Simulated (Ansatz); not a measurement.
Input and command of a plane-wave DFT calculation in Ansatz:

```yaml
crystal:
  lattice:
    - [0.0, 1.854736, 1.7834]
    - [1.854736, 0.0, 1.7834]
    - [1.854736, 1.854736, 0.0]
  atoms:
    - { symbol: C, position: [0.5, 0.5, 0.5] }
    - { symbol: C, position: [0.75, 0.75, 0.75] }
basis:
  ecutwfc: 420
kpoints:
  mp_grid: { grid: [12, 12, 12] }
hamiltonian:
  xc: pbe
scf:
  occupations: { method: gaussian, width: 0.05 }
output:
  forces: true
  stress: true
  eigenvalues: true
```

```bash
ansatz run input.yaml --threads 1 --pin off --max-ram 2560MiB --backend cpu --events-out ev --progress --plain --runs-dir out
```

Processor: Arm Neoverse V1, 1 thread, on a host shared with other jobs.

**Question.** Estimate time, memory and problem size.

**Answer.** About 1.4 s on 1 thread of Arm Neoverse V1, on a shared host, peak memory 0.25 GiB. It solves 8 bands at 163 k points (the mesh reduced by symmetry) with about 257 plane waves, in 6 SCF iterations.
